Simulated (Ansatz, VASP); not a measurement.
## One calculation of Mg, two programs

INCAR

```
SYSTEM = Mg
PREC     = Accurate       ! precision mode
ENCUT    = 600            ! plane-wave cutoff, eV
EDIFF    = 1E-6           ! SCF threshold, eV
ISMEAR   = -1             ! smearing method
SIGMA    = 0.05           ! smearing width, eV
LREAL    = .FALSE.        ! projectors in reciprocal space
LASPH    = .TRUE.         ! aspherical terms in the spheres
NELM     = 80             ! most SCF steps
ALGO     = Normal         ! electronic algorithm
ISIF     = 3              ! what is computed and relaxed
LWAVE    = .FALSE.        ! write WAVECAR
LCHARG   = .FALSE.        ! write CHGCAR
GGA      = PE             ! functional
IVDW     = 12             ! dispersion correction
IBRION   = 2              ! ionic algorithm
NSW      = 40             ! ionic steps
EDIFFG   = -0.01          ! ionic threshold
```

Contents of KPOINTS:

```
Automatic mesh
0
G
  10 10 5
  0 0 0
```

Contents of POSCAR:

```
Mg
1.0
    3.2093000000      0.0000000000      0.0000000000
   -1.6046500000      2.7793353284      0.0000000000
    0.0000000000      0.0000000000      5.2103000000
Mg
2
Direct
    0.6666666667      0.3333333333      0.7500000000
    0.3333333333      0.6666666667      0.2500000000
```

input.yaml

```yaml
crystal:
  lattice:
    - [3.2093, 0.0, 0.0]
    - [-1.60465, 2.7793353284, 0.0]
    - [0.0, 0.0, 5.2103]
  atoms:
    - { symbol: Mg, position: [0.6666666667, 0.3333333333, 0.75] }
    - { symbol: Mg, position: [0.3333333333, 0.6666666667, 0.25] }
hamiltonian:
  xc: pbe
  pseudopotentials: { kind: paw }
  dispersion: d3bj
kpoints:
  mp_grid: { grid: [10, 10, 5] }
scf:
  occupations: { method: fermi_dirac, width: 0.05 }
output:
  forces: true
  stress: true
  write_density: true
  write_potential: true
  elf: true
  volumetric_format: npy
relax:
  f_tol: 0.01
  max_steps: 40
  cell: { stress_tol: 0.05 }
```

Alike in both runs: task relaxation of cell and atoms; functional PBE; dispersion D3(BJ); k mesh 10 × 10 × 5; occupations fermi-dirac, width 0.05 eV; no spin polarisation.

|  | VASP | Ansatz |
| --- | --- | --- |
| version | VASP 6.6.1 | Ansatz 0.2.0 |
| potentials or method | VASP PAW PBE potentials, release 64 (Mg) | Ansatz PAW |
| plane-wave cutoff (eV) | 600 | 420 |
| valence electrons in the cell | 4 | 20 |

Ansatz gave:

| Item | Value |
| --- | --- |
| gap on the k mesh at the Fermi level, each at its own relaxed structure (eV) | none |
| relaxed volume (Å³/atom) | 21.78 |
| relaxed cell length with the largest relative difference (Å) | 5.195 |
| energy change over the relaxation (meV/atom) | -13 |

Q: Which values does VASP return?

A: gap on the k mesh at the Fermi level, each at its own relaxed structure (eV): none; relaxed volume (Å³/atom): 21.72; relaxed cell length with the largest relative difference (Å): 5.190; energy change over the relaxation (meV/atom): -14.

A gap of «none» marks a metal or a gap that the smearing closes. The two sets of potentials don't hold the same shells in valence.

Caveats: pairwise dispersion overbinds metals, which lowers pressure and volume; the plane-wave basis is chosen anew once the cell has moved, so the energies of steps on either side of that aren't comparable (Ansatz).
